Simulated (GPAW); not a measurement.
Input of a GPAW 26.7.0 run:

File run.py:

```python
from ase.filters import FrechetCellFilter
from ase.io import read, write
from ase.optimize import BFGS
from gpaw import GPAW, PW, setup_paths

setup_paths.insert(0, '.')

atoms = read('As.xyz')

calc = GPAW(mode=PW(600),
            xc='PBEsol',
            kpts={'size': (10, 10, 10), 'gamma': True},
            occupations={'name': 'fermi-dirac', 'width': 0.05},
            nbands=9,
            convergence={'density': 1e-05, 'forces': 0.0001},
            maxiter=150,
            txt='gpaw.txt')
atoms.calc = calc
opt = BFGS(FrechetCellFilter(atoms), trajectory='relax.traj', logfile='-')
done = opt.run(fmax=0.02, steps=60)
calc.write('gs.gpw')
write('result.traj', atoms)
print('Converged:', done)
print('Cell:', atoms.cell.cellpar().round(4))
print('Volume:', round(atoms.get_volume(), 4))
print(atoms.get_scaled_positions().round(5))
```

As.xyz

```xyz
1
Lattice="2.7036817444 0.0000000000 0.0000000000 0.0000000000 2.7036817444 0.0000000000 0.0000000000 0.0000000000 2.7036817444" Properties=species:S:1:pos:R:3 pbc="T T T"
As     1.3518408722      1.3518408722      1.3518408722
```

Potentials or basis: PAW data sets generated in the run's folder for this functional, pw.

Command:

```sh
$ gpaw-setup -f PBEsol As
$ OMP_NUM_THREADS=1 python run.py
```

Question: What does it give for the relaxed volume?

Answer: 19.43 Å³/atom.

Question: Predict the band gap on the k mesh.

Answer: None (metal or under the smearing width).

Question: What does it give for the space group after relaxing (to 0.05 Å)?

Answer: Pm-3m (No. 221).

Question: Estimate the relaxed cell.

Answer: a = 2.688 Å, b = 2.688 Å, c = 2.688 Å, α = 90.00°, β = 90.00°, γ = 90.00°.

Step by step:
```csv
step,energy change (eV),largest force (eV/Å),pressure (GPa),volume (Å³)
1,0.0000,0.0000,-1.48,19.76
2,-0.0011,0.0000,-0.80,19.61
3,-0.0015,0.0000,0.02,19.43
```

Caveat: later steps reuse the first step's grids.
